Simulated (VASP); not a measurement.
# Al (Fm-3m) in VASP: a series of runs, part 2 of 2

VASP 6.6.1. The steps go on from the part before.

### Step 4. Vibrations by finite differences, PBE

INCAR

```
SYSTEM = Al
ALGO     = Fast           ! electronic algorithm
EDIFF    = 1E-8           ! SCF threshold, eV
ENCUT    = 520            ! plane-wave cutoff, eV
GGA      = PE             ! functional
IBRION   = 6              ! ionic algorithm
ISIF     = 3              ! what is computed and relaxed
ISMEAR   = 0              ! smearing method
LASPH    = .TRUE.         ! aspherical terms in the spheres
LCHARG   = .FALSE.        ! write CHGCAR
LREAL    = .FALSE.        ! projectors in reciprocal space
LWAVE    = .FALSE.        ! write WAVECAR
NELM     = 100            ! most SCF steps
NFREE    = 2            
NSW      = 1              ! ionic steps
POTIM    = 0.015          ! step
PREC     = Accurate       ! precision mode
SIGMA    = 0.1            ! smearing width, eV
```

KPOINTS

```
k-points
0
G
  18 18 18
  0 0 0
```

POSCAR

```
Al                                      
1.0
    0.0000000000      2.0248050000      2.0248050000
    2.0248050000      0.0000000000      2.0248050000
    2.0248050000      2.0248050000      0.0000000000
  Al            
     1
Direct
     0.0000000000000000    0.0000000000000000    0.0000000000000000
```

Potentials or basis: VASP PAW PBE potentials, release 64 (Al).

Run with:

```bash
> cat potpaw_PBE.64/Al/POTCAR > POTCAR
> mpirun -np 1 vasp_std > vasp.out
```

OUTCAR:

```text
SYSTEM = Al
   EDIFF = 1E-8
   ENCUT = 520
   GGA = PE
   IBRION = 6
   ISIF = 3
   ISMEAR = 0
   LASPH = .TRUE.
   LREAL = .FALSE.
   NELM = 100
   NFREE = 2
   NSW = 1
   POTIM = 0.015
   PREC = Accurate

 ion  position               nearest neighbor table
   1  0.000  0.000  0.000-

  LATTYP: Found a face centered cubic cell.
 ALAT       =     4.0496100000

  Lattice vectors:

 A1 = (   0.0000000000,   2.0248050000,   2.0248050000)
 A2 = (   2.0248050000,   0.0000000000,   2.0248050000)
 A3 = (   2.0248050000,   2.0248050000,   0.0000000000)

Analysis of symmetry for initial positions (statically):
=====================================================================
 Subroutine PRICEL returns:
 Original cell was already a primitive cell.

 Routine SETGRP: Setting up the symmetry group for a
 face centered cubic supercell.

 Subroutine GETGRP returns: Found 48 space group operations
 (whereof 48 operations were pure point group operations)
 out of a pool of 48 trial point group operations.

The static configuration has the point symmetry O_h .

Analysis of symmetry for dynamics (positions and initial velocities):
=====================================================================
 Subroutine PRICEL returns:
 Original cell was already a primitive cell.

[... 539 lines left out ...]
      2      11.7626      0.00000
      3      17.1814      0.00000
      4      20.0219      0.00000
      5      21.7629      0.00000

 [... further k-points ...]
[... 5 lines left out ...]
  --------------------------------------------------------------------------------------
  -------------------------------------------------------------------------------------
  Total       -0.0517964     -0.0517964     -0.0517964     -0.0000000     -0.0000000     -0.0000000
  in kB       -4.9983993     -4.9983993     -4.9983993     -0.0000000     -0.0000000     -0.0000000
  external PRESSURE =      -4.9983993 kB  Pullay stress =       0.0000000 kB
[... 16 lines left out ...]
  FREE ENERGIE OF THE ION-ELECTRON SYSTEM (eV)
  ---------------------------------------------------
  free  energy   TOTEN  =        -3.7443638142 eV

  energy  without entropy=       -3.7414855368  energy(sigma->0) =       -3.74292468

 INTERNAL STRAIN TENSORS FROM STRAINED CELLS
 ============================================

 INTERNAL STRAIN TENSOR FOR ION    1 for displacements in x,y,z  (eV/Angst):
          X           Y           Z          XY          YZ          ZX
  --------------------------------------------------------------------------------
  x     0.00000    -0.00000    -0.00000     0.00000     0.00000     0.00000
  y    -0.00000    -0.00000    -0.00000    -0.00000    -0.00000     0.00000
  z     0.00000     0.00000    -0.00000     0.00000    -0.00000     0.00000

 INTERNAL STRAIN TENSORS FROM DISPLACED ATOMS
 ============================================

 INTERNAL STRAIN TENSOR FOR ION    1 for displacements in x,y,z  (eV/Angst):
          X           Y           Z          XY          YZ          ZX
  --------------------------------------------------------------------------------
  x     0.00000     0.00000     0.00000     0.00000     0.00000     0.00000
  y     0.00000     0.00000     0.00000     0.00000     0.00000     0.00000
  z     0.00000     0.00000     0.00000     0.00000     0.00000     0.00000

 Eigenvectors and eigenvalues of the dynamical matrix
 ----------------------------------------------------

   1 f  =    0.000000 THz     0.000000 2PiTHz    0.000000 cm-1     0.000000 meV
             X         Y         Z           dx          dy          dz
      0.000000  0.000000  0.000000     0.753317   -0.657658    0.000000

   2 f  =    0.000000 THz     0.000000 2PiTHz    0.000000 cm-1     0.000000 meV
             X         Y         Z           dx          dy          dz
      0.000000  0.000000  0.000000    -0.657658   -0.753317    0.000000

   3 f  =    0.000000 THz     0.000000 2PiTHz    0.000000 cm-1     0.000000 meV
             X         Y         Z           dx          dy          dz
      0.000000  0.000000  0.000000     0.000000    0.000000    1.000000

--------------------------------------------------------------------------------------------------------

 ELASTIC MODULI CONTR FROM IONIC RELAXATION (kBar)
 Direction    XX          YY          ZZ          XY          YZ          ZX
 --------------------------------------------------------------------------------
 XX           0.0000      0.0000      0.0000      0.0000      0.0000      0.0000
 YY           0.0000      0.0000      0.0000      0.0000      0.0000      0.0000
 ZZ           0.0000      0.0000      0.0000      0.0000      0.0000      0.0000
 XY           0.0000      0.0000      0.0000      0.0000      0.0000      0.0000
 YZ           0.0000      0.0000      0.0000      0.0000      0.0000      0.0000
 ZX           0.0000      0.0000      0.0000      0.0000      0.0000      0.0000
 --------------------------------------------------------------------------------

 TOTAL ELASTIC MODULI (kBar)
 Direction    XX          YY          ZZ          XY          YZ          ZX
 --------------------------------------------------------------------------------
 XX         836.1586    727.1941    727.1941      0.0000      0.0000     -0.0000
 YY         727.1941    836.1586    727.1941     -0.0000     -0.0000     -0.0000
 ZZ         727.1941    727.1941    836.1586     -0.0000      0.0000      0.0000
 XY           0.0000     -0.0000     -0.0000     67.8361      0.0000      0.0000
 YZ           0.0000     -0.0000      0.0000      0.0000     67.8361      0.0000
 ZX          -0.0000     -0.0000      0.0000      0.0000      0.0000     67.8361
 --------------------------------------------------------------------------------
```

OSZICAR:

```text
N       E                     dE             d eps       ncg     rms          rms(c)
DAV:   1    -0.168338794549E+01   -0.16834E+01   -0.87954E+02  2045   0.327E+02
DAV:   2    -0.374426252738E+01   -0.20609E+01   -0.19419E+01  2515   0.306E+01
DAV:   3    -0.376664654614E+01   -0.22384E-01   -0.22045E-01  2615   0.351E+00
DAV:   4    -0.376672340421E+01   -0.76858E-04   -0.76847E-04  2585   0.198E-01
[... 14 lines left out ...]
RMM:   4    -0.374436349914E+01   -0.97796E-06   -0.94485E-06  1950   0.260E-02    0.140E-03
RMM:   5    -0.374436374312E+01   -0.24398E-06   -0.21357E-06  1950   0.131E-02    0.486E-04
RMM:   6    -0.374436379553E+01   -0.52411E-07   -0.49277E-07  1909   0.550E-03    0.385E-04
RMM:   7    -0.374436381060E+01   -0.15063E-07   -0.12690E-07  1824   0.303E-03    0.977E-05
RMM:   8    -0.374436381416E+01   -0.35650E-08   -0.30525E-08  1747   0.132E-03
  15 F= -.37443638E+01 E0= -.37429247E+01  d E =-.287828E-02
```

Run time: 7.2 min. Hardware: 1 thread of Intel Xeon Platinum 8259CL at 2.50GHz (Skylake/Cascade Lake), shared host; peak memory 0.39 GiB.

Results:

- Elastic constants C11, C12, C44: 84, 73, 7 GPa
- Voigt bulk modulus: 76 GPa

Elastic tensor in Voigt notation (GPa, in the Cartesian axes of the cell as first typed):
```
84 73 73  0  0  0
73 84 73  0  0  0
73 73 84  0  0  0
 0  0  0  7  0  0
 0  0  0  0  7  0
 0  0  0  0  0  7
```

Clamped-ion elastic tensor (GPa):
```
84 73 73  0  0  0
73 84 73  0  0  0
73 73 84  0  0  0
 0  0  0  7  0  0
 0  0  0  0  7  0
 0  0  0  0  0  7
```
